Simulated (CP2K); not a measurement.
Crystal: BAs.

```
CELL_PARAMETERS angstrom
3.37785 0.00000 0.00000
1.68892 2.92530 0.00000
1.68892 0.97510 2.75800
ATOMIC_POSITIONS crystal
As 0.75000 0.75000 0.75000
B 0.00000 0.00000 0.00000
```

Base run:

* Program: CP2K 2026.2
* Functional: BLYP
* Potentials or basis: POTENTIAL_UZH As GTH-PBE-q5, B GTH-PBE-q3; TZVP-MOLOPT-PBE-GTH basis
* Density cutoff: 9184 eV
* k mesh: 10 × 10 × 10
* Occupations: fermi-dirac, width 0.05 eV
* Spin: no spin polarisation

Its results: band gap on the k mesh 1.47 eV, indirect (least direct gap 3.47 eV); pressure 7.6 GPa.

Q: After a change of settings the same cell gave: band gap on the k mesh 1.03 eV, indirect (least direct gap 3.29 eV); pressure 2.4 GPa. Which change was it?
A. functional from BLYP to LDA
B. functional from BLYP to optB88-vdW
C. functional from BLYP to MS2

A: A.

LDA binds more tightly than BLYP, so the same cell stands under less pressure.

Caveats: the potentials were made for another functional, which shifts forces and pressure; the basis of atomic orbitals isn't converged, which shifts pressures, moduli and gaps.

Runs at the PBE level aren't shown here.
